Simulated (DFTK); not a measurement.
# SnTe (Fm-3m) in DFTK: a series of runs

Aim: see how the results for SnTe move with the level of theory and the settings. Levels: PBEsol, BJ06. Tasks: equation of state, band structure.

Everything below comes from runs of DFTK 0.8.2. Logs are shortened: lines on timing, memory, paths and dates and some standing lists are left out, and cuts for length are marked.

**Experimental background.**

From a printed reference work, textbook, for a bulk crystal of SnTe at 300 K: band gap 0.18 eV (direct).

The results are compared with them further down.

### 1 Starting point

It takes space group Fm-3m (No. 225, cubic). Conventional cell: a = 6.302 Å, b = 6.302 Å, c = 6.302 Å, α = 90.00°, β = 90.00°, γ = 90.00°. Around Te (site symmetry m-3m) lie 6 Sn at 3.15 Å. Sn (site symmetry m-3m) is surrounded by 6 Te at 3.15 Å.

### 2 Equation of state, PBEsol

run.jl reads:

```julia
using DFTK
using PseudoPotentialData
using Unitful, UnitfulAtomic
using LinearAlgebra, Printf
include("save.jl")
disable_threading()

lines     = readlines("POSCAR")
lattice   = austrip(1u"Å") * parse(Float64, lines[2]) * hcat([parse.(Float64, split(l)) for l in lines[3:5]]...)
symbols   = vcat([fill(Symbol(s), parse(Int, n)) for (s, n) in zip(split(lines[6]), split(lines[7]))]...)
positions = [parse.(Float64, split(l)[1:3]) for l in lines[9:8+length(symbols)]]
pseudopotentials = Dict(:Sn => "Sn.upf", :Te => "Te.upf")
elements = Dict(s => ElementPsp(s, pseudopotentials; rcut=10.0) for s in unique(symbols))
atoms    = [elements[s] for s in symbols]

build_model(lattice, positions; symmetries=true) =
    model_DFT(lattice, atoms, positions;
              functionals=PBEsol(),
              temperature=austrip(0.05u"eV"),
              smearing=Smearing.FermiDirac(),
              symmetries)
Ecut  = 45.0  # hartree
kgrid = [4, 4, 4]
tol   = 1e-6
to_GPa = ustrip(uconvert(u"GPa", 1u"hartree/bohr^3"))

results["points"] = []
for scale in [0.94, 0.96, 0.98, 1.0, 1.02, 1.04, 1.06]
    println("\n=== scale = ", scale)
    model = build_model(cbrt(scale) * lattice, positions)
    basis = PlaneWaveBasis(model; Ecut, kgrid)
    t0 = time()
    scfres = self_consistent_field(basis;
                                   tol,
                                   nbandsalg=AdaptiveBands(model; n_bands_converge=20))
    seconds = time() - t0
    @printf "SCF: %d iterations, %.1f s\n" scfres.n_iter seconds
    forces = compute_forces_cart(scfres)
    stress = compute_stresses_cart(scfres)
    @printf "V = %.5f Å^3  F = %.8f Ha  max force = %.5f eV/Å  p = %.4f GPa\n" ustrip(auconvert(u"Å^3", model.unit_cell_volume)) scfres.energies.total ustrip(auconvert(u"eV/Å", maximum(norm, forces))) (-tr(stress) / 3 * to_GPa)
    push!(results["points"], save_scf!(scfres; forces, stress, d=Dict{String,Any}("seconds" => seconds, "n_matvec" => get(scfres, :n_matvec, 0))))
end

# third-order Birch-Murnaghan fit in x = V^(-2/3)
V = [0.94, 0.96, 0.98, 1.0, 1.02, 1.04, 1.06] * abs(det(lattice))
E = [p["total"] for p in results["points"]]
x = V .^ (-2 / 3)
c = [x .^ 0 x x .^ 2 x .^ 3] \ E
Δ = c[3]^2 - 3c[2] * c[4]
if Δ > 0
    x0 = (-c[3] + sqrt(Δ)) / 3c[4]
    B0 = 4 / 9 * x0^(7 / 2) * (2c[3] + 6c[4] * x0)
    @printf "V0 = %.4f Å^3  B0 = %.2f GPa\n" ustrip(auconvert(u"Å^3", x0^(-3 / 2))) B0 * to_GPa
end
```

POSCAR reads:

```
SnTe
1.0
    0.0000000000      3.1508500000      3.1508500000
    3.1508500000      0.0000000000      3.1508500000
    3.1508500000      3.1508500000      0.0000000000
Te Sn
1 1
Direct
    0.5000000000      0.5000000000      0.5000000000
    0.0000000000      0.0000000000      0.0000000000
```

Potentials or basis: SPMS 1.0 (PBE).

Command:

```sh
> julia --threads=1 run.jl  # save.jl only writes the numbers to a file and isn't shown; printed stress counts tension as positive; times include loading and compiling
```

Output:

```text
=== scale = 0.94
n     Energy            log10(ΔE)   log10(Δρ)   Diag   Δtime
---   ---------------   ---------   ---------   ----   ------
  1   -169.6932551843                   -1.37    7.6    5.55s
  2   -169.6956233051       -2.63       -1.86    1.0    2.45s
  3   -169.6959797905       -3.45       -2.28    2.8    3.05s
  4   -169.6959839867       -5.38       -2.71    1.8    3.22s
  5   -169.6959867282       -5.56       -3.50    2.8    3.10s
  6   -169.6959867979       -7.16       -4.05    3.0    2.99s
  7   -169.6959867995       -8.78       -4.55    2.4    2.38s
  8   -169.6959868002       -9.17       -5.20    2.6    3.28s
  9   -169.6959868002      -10.90       -6.02    2.9    2.42s
SCF: 9 iterations, 29.8 s
V = 58.80863 Å^3  F = -169.69598680 Ha  max force = 0.00000 eV/Å  p = 2.1729 GPa

=== scale = 0.96
n     Energy            log10(ΔE)   log10(Δρ)   Diag   Δtime
---   ---------------   ---------   ---------   ----   ------
  1   -169.6935088955                   -1.36    7.1    5.16s
[... 48 further cycles ...]
  2   -169.6941019839       -2.41       -1.80    1.0    2.60s
  3   -169.6947014278       -3.22       -2.27    2.6    2.87s
  4   -169.6947093931       -5.10       -2.86    2.5    2.48s
  5   -169.6947123604       -5.53       -3.45    2.6    3.56s
  6   -169.6947123889       -7.54       -3.60    2.8    4.64s
  7   -169.6947124271       -7.42       -4.19    1.6    2.61s
  8   -169.6947124300       -8.54       -4.72    2.2    2.73s
  9   -169.6947124301      -10.00       -5.90    1.8    2.24s
 10   -169.6947124301      -11.08       -5.95    4.1    4.29s
 11   -169.6947124301      -12.50       -6.54    1.0    2.34s
SCF: 11 iterations, 36.7 s
V = 66.31611 Å^3  F = -169.69471243 Ha  max force = 0.00000 eV/Å  p = -2.9523 GPa
V0 = 61.2760 Å^3  B0 = 46.98 GPa
```

Wall time 10 min (1 thread of Intel Xeon 6975P-C (Granite Rapids), shared host); peak memory 1.6 GiB.

What came out:

* Equilibrium volume: 30.64 Å³/atom
* Bulk modulus: 47 GPa
* Pressure derivative of the bulk modulus: 5.9

Energy against volume, from the lowest point:
| volume (Å³/atom) | energy (meV/atom) |
| --- | --- |
| 29.404 | 8.01 |
| 30.030 | 1.86 |
| 30.656 | 0.00 |
| 31.281 | 1.89 |
| 31.907 | 7.02 |
| 32.532 | 14.96 |
| 33.158 | 25.34 |

Caveat: the k mesh is coarse (spacing up to 0.43 Å⁻¹), so the values aren't converged; the potentials were made for another functional, which shifts forces and pressure. Spin-orbit coupling is left out, which matters for the levels of Te.

### 3 Band structure, BJ06

run.jl reads:

```julia
using DFTK
using PseudoPotentialData
using Unitful, UnitfulAtomic
using LinearAlgebra, Printf
using AtomsBase
include("save.jl")
disable_threading()

cell = [[0.0, 3.15085, 3.15085],
        [3.15085, 0.0, 3.15085],
        [3.15085, 3.15085, 0.0]]u"Å"
system = periodic_system([:Te => [0.5, 0.5, 0.5],
                          :Sn => [0.0, 0.0, 0.0]],
                         cell; fractional=true)
lattice   = austrip.(hcat(cell_vectors(system)...))
symbols   = atomic_symbol(system, :) .|> Symbol
positions = [lattice \ austrip.(position(system, i)) for i in 1:length(system)]
pseudopotentials = PseudoFamily("cp2k.nc.sr.pbe.v0_1.semicore.gth")
elements = Dict(s => ElementPsp(s, pseudopotentials) for s in unique(symbols))
atoms    = [elements[s] for s in symbols]

build_model(lattice, positions; symmetries=true) =
    model_DFT(lattice, atoms, positions;
              functionals=[:mgga_x_tb09, :lda_c_pw],
              temperature=austrip(0.05u"eV"),
              smearing=Smearing.FermiDirac(),
              symmetries)
Ecut  = 35.0  # hartree
kgrid = [7, 7, 7]
tol   = 1e-6
to_GPa = ustrip(uconvert(u"GPa", 1u"hartree/bohr^3"))

model = build_model(lattice, positions)
basis = PlaneWaveBasis(model; Ecut, kgrid)
display(basis)
scfres = self_consistent_field(basis;
                               tol,
                               nbandsalg=AdaptiveBands(model; n_bands_converge=10),
                               solver=ScfAndersonSolver())
display(scfres.energies)
@printf "Fermi level: %.6f eV\n" ustrip(auconvert(u"eV", something(scfres.εF, NaN)))
println("Levels at the first k-point (eV): ", round.(ustrip.(auconvert.(u"eV", scfres.eigenvalues[1][1:scfres.n_bands_converge])); digits=4))
save_scf!(scfres)

points = Dict("G" => [0.0, 0.0, 0.0], "K" => [0.375, 0.375, 0.75], "L" => [0.5, 0.5, 0.5], "U" => [0.625, 0.25, 0.625], "W" => [0.5, 0.25, 0.75], "X" => [0.5, 0.0, 0.5])
segments = [("G", "X", 7), ("X", "W", 4), ("W", "K", 3), ("K", "G", 7), ("G", "L", 6), ("L", "U", 4), ("U", "W", 3), ("W", "L", 5), ("L", "K", 4), ("U", "X", 3)]
kcoords = vcat([[points[a] + t * (points[b] - points[a]) for t in range(0, 1, n)] for (a, b, n) in segments]...)
bands = compute_bands(scfres, ExplicitKpoints(kcoords); n_bands=12, tol=1e-5)
for (k, ε) in zip(bands.basis.kpoints, bands.eigenvalues)
    @printf "%d %8.4f %8.4f %8.4f " k.spin k.coordinate...
    println(join([@sprintf("%9.4f", e) for e in ustrip.(auconvert.(u"eV", ε .- scfres.εF))]))
end
results["band_energies"] = rows(bands.eigenvalues); results["band_kpoints"] = rows(kcoords)
```

Potentials or basis: cp2k.nc.sr.pbe.v0_1.semicore.gth (PBE, GTH).

Command:

```sh
> julia --threads=1 run.jl  # save.jl only writes the numbers to a file and isn't shown; printed stress counts tension as positive; times include loading and compiling
```

It took 83 s on 1 thread of Intel Xeon 6975P-C (Granite Rapids), shared host; peak memory 1.8 GiB.

The run converged. Its results:

| Item | Value |
| --- | --- |
| Band gap along the path | 0.07 eV, direct |

Levels at the corners of the path, in eV from the Fermi level:
```csv
point,band 2,band 3,band 4,band 5,band 6,band 7,band 8,band 9
Γ,-4.54,-2.37,-2.37,-2.37,3.40,3.40,3.40,4.47
X,-6.40,-5.82,-3.98,-3.98,1.92,4.98,4.98,6.42
W,-7.37,-5.08,-5.08,-1.03,0.80,4.46,4.46,6.09
K,-7.44,-5.43,-3.50,-2.87,2.94,2.97,4.10,5.53
Γ,-4.54,-2.37,-2.37,-2.37,3.40,3.40,3.40,4.47
L,-8.40,-2.11,-2.11,-0.04,0.03,0.27,0.27,7.73
U,-7.44,-5.43,-3.50,-2.87,2.94,2.97,4.10,5.53
W,-7.37,-5.08,-5.08,-1.03,0.80,4.46,4.46,6.09
L,-8.40,-2.11,-2.11,-0.04,0.03,0.27,0.27,7.73
K,-7.44,-5.43,-3.50,-2.87,2.94,2.97,4.10,5.53
U,-7.44,-5.43,-3.50,-2.87,2.94,2.97,4.10,5.53
X,-6.40,-5.82,-3.98,-3.98,1.92,4.98,4.98,6.42
```

Caveat: this odd mesh misses L, where the gap lies, so gap, dielectric constants and Born charges aren't listed; the program leaves the constant c of mgga_x_tb09 at 1, so the potential is Becke-Johnson's (BJ06) and not Tran and Blaha's, with levels but no total energy; GTH potentials come without recommended cutoffs, and this one wasn't checked for convergence; the potentials were made for another functional, which shifts forces and pressure; spin-orbit coupling is left out, which moves the levels of the heavy elements.

### 4 For comparison

An earlier run on the cell as given: functional PBEsol; potentials or basis dojo.nc.sr.pbesol.v0_4_1.standard.upf (PBEsol); cutoff 1088 eV; k mesh 7 × 7 × 7; occupations fermi-dirac, width 0.05 eV; no spin polarisation.

- Pressure: -0.3 GPa

### 5 How close it comes

Step 3. A measured gap of SnTe is 0.18 eV (direct; 300 K; a printed reference work, textbook); the calculated 0.07 eV misses it by -0.11 eV. Spin-orbit coupling on Sn, Te is left out. The value is that of BJ06, without temperature or zero-point motion.
